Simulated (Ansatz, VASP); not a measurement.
## One calculation of Be, two programs

```
CELL_PARAMETERS angstrom
-1.13845 1.13845 1.60898
1.13845 -1.13845 1.60898
1.13845 1.13845 -1.60898
ATOMIC_POSITIONS crystal
Be 0.50000 0.50000 0.00000
```

Alike in both runs: functional PBE; k mesh 34 × 34 × 34; occupations gaussian, width 0.1 eV; no spin polarisation.

Ansatz relaxed the structure, and its values are those at the end. VASP's run is a single point on that final structure, the one shown.

|  | VASP | Ansatz |
| --- | --- | --- |
| version | VASP 6.6.1 | Ansatz 0.2.0 |
| potentials or method | VASP PAW PBE potentials, release 64 (Be) | scalar-relativistic, plane waves, PAW |
| plane-wave cutoff (eV) | 520 | 420 |
| valence electrons in the cell | 2 | 2 |

Ansatz gave:

- gap on the k mesh at the Fermi level (eV): none
- pressure (GPa): -6.2

Q: Estimate VASP's values.

A: gap on the k mesh at the Fermi level (eV): none; pressure (GPa): -6.1.

A gap of «none» marks a metal or a gap that the smearing closes. The functional is the same, so the differences come from potentials, cutoffs and numerics.
